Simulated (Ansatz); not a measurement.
# ZnS: the cost of one run

Program: Ansatz 0.2.0. Level of theory: DFT PBE, scalar-relativistic, plane waves, PAW. These are calculated values, not measurements.

2 further runs of the same task are left out: 1 that didn't finish, 1 set aside as unsound or not needed.

## Step 1: The structure to begin with

It takes space group P6_3mc (No. 186, hexagonal). Conventional cell: a = 3.845 Å, b = 3.845 Å, c = 6.305 Å, α = 90.00°, β = 90.00°, γ = 120.00°. Zn (site symmetry 3m) has 4 S at 2.36 Å in its first shell of neighbours. Around S (site symmetry 3m) lie 4 Zn at 2.36 Å.

Coordinates:

```cif
data_structure
_symmetry_space_group_name_H-M 'P6_3mc'
_symmetry_Int_Tables_number 186
_cell_length_a 3.8455
_cell_length_b 3.8455
_cell_length_c 6.3053
_cell_angle_alpha 90.000
_cell_angle_beta 90.000
_cell_angle_gamma 120.000
_cell_volume 80.75
loop_
_atom_site_label
_atom_site_type_symbol
_atom_site_symmetry_multiplicity
_atom_site_Wyckoff_symbol
_atom_site_fract_x
_atom_site_fract_y
_atom_site_fract_z
_atom_site_occupancy
Zn1 Zn 2 b 0.33333 0.66667 0.00522 1
S1 S 2 b 0.33333 0.66667 0.37978 1
```

This cell was relaxed beforehand with the same method: volume 20.19 Å³/atom, gap on the mesh 2.08 eV.

## Step 2: The cluster of 14 host atoms, cut as a sphere about point 0.26 0.45 0.45

The cluster is cut from the relaxed crystal and set in a periodic box with vacuum round it. Its excess energy counts from the bulk, -2111.3644 eV an atom.

The cell holds 7 Zn, 7 S: a = 14.300 Å, b = 13.200 Å, c = 16.200 Å, α = 90.00°, β = 90.00°, γ = 90.00°.

## Step 3: Relaxing it

The input, input.yaml:

```yaml
crystal:
  lattice:
    - [14.3, 0.0, 0.0]
    - [0.0, 13.2, 0.0]
    - [0.0, 0.0, 16.2]
  atoms:
    - { symbol: Zn, position: [0.4327711021, 0.4159016517, 0.3298026238], spin: 0.4 }
    - { symbol: Zn, position: [0.4327711021, 0.4159016517, 0.7190207346], spin: 0.4 }
    - { symbol: Zn, position: [0.2983133064, 0.6681966966, 0.3298026238], spin: 0.4 }
    - { symbol: Zn, position: [0.5672288979, 0.6681966966, 0.3298026238], spin: 0.4 }
    - { symbol: Zn, position: [0.5672288979, 0.3318033034, 0.5244116792], spin: 0.4 }
    - { symbol: Zn, position: [0.4327711021, 0.5840983483, 0.5244116792], spin: 0.4 }
    - { symbol: Zn, position: [0.7016866936, 0.5840983483, 0.5244116792], spin: 0.4 }
    - { symbol: S, position: [0.4327711021, 0.4159016517, 0.4755883208], spin: 0.4 }
    - { symbol: S, position: [0.2983133064, 0.6681966966, 0.4755883208], spin: 0.4 }
    - { symbol: S, position: [0.7016866936, 0.4159016517, 0.4755883208], spin: 0.4 }
    - { symbol: S, position: [0.5672288979, 0.6681966966, 0.4755883208], spin: 0.4 }
    - { symbol: S, position: [0.5672288979, 0.3318033034, 0.6701973762], spin: 0.4 }
    - { symbol: S, position: [0.4327711021, 0.5840983483, 0.2809792654], spin: 0.4 }
    - { symbol: S, position: [0.4327711021, 0.5840983483, 0.6701973762], spin: 0.4 }
basis:
  ecutwfc: 420
kpoints:
  mp_grid: { grid: [1, 1, 1] }
hamiltonian:
  xc: pbe
scf:
  occupations: { method: gaussian, width: 0.05 }
  lower_state_search: "off"
output:
  forces: true
  eigenvalues: true
  populations: true
  write_density: true
  write_potential: true
  elf: true
  volumetric_format: npy
magnetization:
  spin_polarized: true
relax:
  adjacent_minimum: "off"
  f_tol: 0.03
  max_steps: 40
```

Run with:

```console
$ ansatz run input.yaml --threads 4 --pin off --max-ram 11264MiB --backend cpu --events-out ev --progress --plain --runs-dir out
```

Q: Estimate wall time and peak memory on 4 threads of Intel Xeon 6975P-C (Granite Rapids), shared host.

About 4.9 min, with a peak of 2.6 GiB.
